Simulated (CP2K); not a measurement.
Crystal: CoO.

```xyz
2
Lattice="2.5705 0.0000 0.0000 0.0000 2.5705 0.0000 0.0000 0.0000 2.5705" Properties=species:S:1:pos:R:3 pbc="T T T"
Co    0.0000    0.0000    0.0000
O     1.2853    1.2853    1.2853
```

Measurements of this composition are mostly on another form, of space group No. 225.

Base run:

- Program: CP2K 2026.2
- Functional: PBE
- Potentials or basis: POTENTIAL_UZH Co GTH-PBE-q17, O GTH-PBE-q6; TZVP-MOLOPT-PBE-GTH basis
- Density cutoff: 11565 eV
- k mesh: 10 × 10 × 10
- Occupations: fermi-dirac, width 0.05 eV
- Spin: collinear spin, ferromagnetic start
- Starting moments: [3.0, 0.0] μB

Its results: band gap on the k mesh none (metal or under the smearing width); pressure 13.3 GPa; net moment 3.00 μB per cell; site moments Co +2.59; O +0.41 μB.

**Question.** The run is repeated on the same cell with these changes: functional from PBE to PBEsol; eps_default from 1.0E-10 to 1.0E-9. What comes out?

**Answer.** Band gap on the k mesh none (metal or under the smearing width); pressure 2.1 GPa; net moment 3.00 μB per cell; site moments Co +2.57; O +0.43 μB.

Caveats: the basis of atomic orbitals isn't converged, which shifts pressures, moduli and gaps; a cell with one magnetic atom can't hold antiferromagnetic order, which such compounds often take; semilocal functionals often make such compounds metallic where correlation or magnetic order opens a gap, which also shifts bond lengths; the potentials were made for another functional, which shifts forces and pressure (some runs).

Not every run made on this cell is shown here.
